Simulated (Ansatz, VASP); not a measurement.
**GaN: VASP beside Ansatz**

```
Ga N
1.0
     3.24237    0.00000    0.00000
    -1.62118    2.80797    0.00000
     0.00000    0.00000    5.26732
Ga N
2 2
Cartesian
  1.6212 0.9360 2.6337
  0.0000 1.8720 0.0000
  1.6212 0.9360 4.6089
  0.0000 1.8720 1.9752
```

Change from the starting cell: volume scaled by 1.06.

Alike in both runs: task single point; functional PBE; k mesh 10 × 10 × 5; occupations fermi-dirac, width 0.05 eV; no spin polarisation.

```csv
,VASP,Ansatz
version,VASP 6.6.1,Ansatz 0.2.0
potentials or method,"VASP PAW PBE potentials, release 64 (Ga_d, N)",Ansatz PAW
plane-wave cutoff (eV),520,420
valence electrons in the cell,36,36
```

|  | VASP | Ansatz | Ansatz less VASP |
| --- | --- | --- | --- |
| gap on the k mesh at the Fermi level (eV) | 1.58 | 1.58 | -0.004 |
| least direct gap on the mesh (eV) | 1.58 | 1.58 | -0.004 |
| pressure (GPa) | -3.1 | -3.2 | -0.13 |
| largest component of the traceless stress (GPa) | 1.13 | 1.12 | -0.008 |
| rms of the force components (eV/Å) | 0.069 | 0.070 | +0.0010 |

Atom by atom the forces differ by 0.001 eV/Å (rms over components). The functional is the same, so the differences come from potentials, cutoffs and numerics.

Caveats: odd divisions of the mesh miss points on the zone boundary, where band edges often lie, so the gap on the mesh can be too wide (Ansatz); the pressure holds a Pulay correction of +0.5 GPa for the finite cutoff (Ansatz).
